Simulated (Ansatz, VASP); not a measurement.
**W and the dispersion correction, program beside program**

The cell as given:

```xyz
1
Lattice="-1.5823 1.5823 1.5823 1.5823 -1.5823 1.5823 1.5823 1.5823 -1.5823" Properties=species:S:1:pos:R:3 pbc="T T T"
W     0.0000    0.0000    0.0000
```

Kept alike: task relaxation of cell and atoms; functional r2SCAN; k mesh 12 × 12 × 12; occupations fermi-dirac, width 0.05 eV; no spin polarisation. The mesh is that of the run's cell of 1 atom. No spin-orbit coupling.

- A: Ansatz, Ansatz PAW, made for PBE, cutoff 500 eV
- B: VASP, PBE PAW files W_sv, 600 eV, made for PBE

```csv
dispersion correction,A: volume (Å³/atom),B: volume (Å³/atom)
none,15.924,15.985
D3(BJ),15.762,15.822
D4,15.833,15.893
rVV10,15.808,15.906
```

Values on potentials made for another functional: all of A; all of B. Values hold for each row's relaxed cell, which stops near the pressure aimed at (zero). Ansatz's stress holds its Pulay term. Programs can differ in the three-body term of D3, and some take D4 from an outside library. For a metal such a mesh leaves the last digits unconverged.

Q: How large is the effect of the dispersion correction, and do the programs agree on it?

A: From none to D3(BJ) the volume moves by -0.162 in A, -0.163 in B (Å³/atom). Row by row the programs differ by 0.060 to 0.098, and over this span the shifts, as printed, agree within about 1 %. Shifts from none: D3(BJ) -0.162, -0.163; D4 -0.091, -0.092; rVV10 -0.116, -0.079; the programs' shifts differ by up to 0.037.
